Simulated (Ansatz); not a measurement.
Runs of Ansatz 0.2.0 on CuO (Tenorite). It takes space group Cc (No. 9, monoclinic). Conventional cell: a = 4.689 Å, b = 3.427 Å, c = 5.132 Å, α = 90.00°, β = 99.65°, γ = 90.00°. Cu (site symmetry 1) is surrounded by 4 O at 1.91 to 2.02 Å. Around O (site symmetry 1) lie 4 Cu at 1.91 to 2.02 Å. 

```tsv
task	level	potentials or basis	cell	k mesh	cutoff (eV)	points for each segment of the path	gap on the mesh (eV)	pressure (GPa)	largest force (eV/Å)
relaxation of cell and atoms	r2SCAN+D3(BJ)	Ansatz PAW	relaxed	10 × 10 × 5	500	-	none	0.0	-
band structure	PBE	JTH PAW	as given	10 × 10 × 5	1380	14	none	6.0	0.77
density of states	PBE	Ansatz PAW	as given	10 × 10 × 5	420	-	none	5.7	(a)
phonons	PBEsol	Ansatz PAW	as given	8 × 8 × 5	420	-	none	-	-
```

Alike in all rows: no spin polarisation; smearing fermi-dirac 0.05 eV.

Estimate the missing entries.

(a) 0.76.

Caveats: the run has no spin polarisation, though such a crystal can be magnetic; semilocal functionals often make such compounds metallic where correlation or magnetic order opens a gap, which also shifts bond lengths; the PAW data sets come from PBE, with cores solved anew for the run's functional, which leaves a small shift of forces and pressure (some runs); the plane-wave basis is chosen anew once the cell has moved, so the energies of steps on either side of that aren't comparable (some runs); pairwise dispersion overbinds metals, which lowers pressure and volume (some runs); the dispersion damping was fitted for another functional or another form of the correction (some runs).

A gap of «none» marks a metal or a gap under the smearing width.
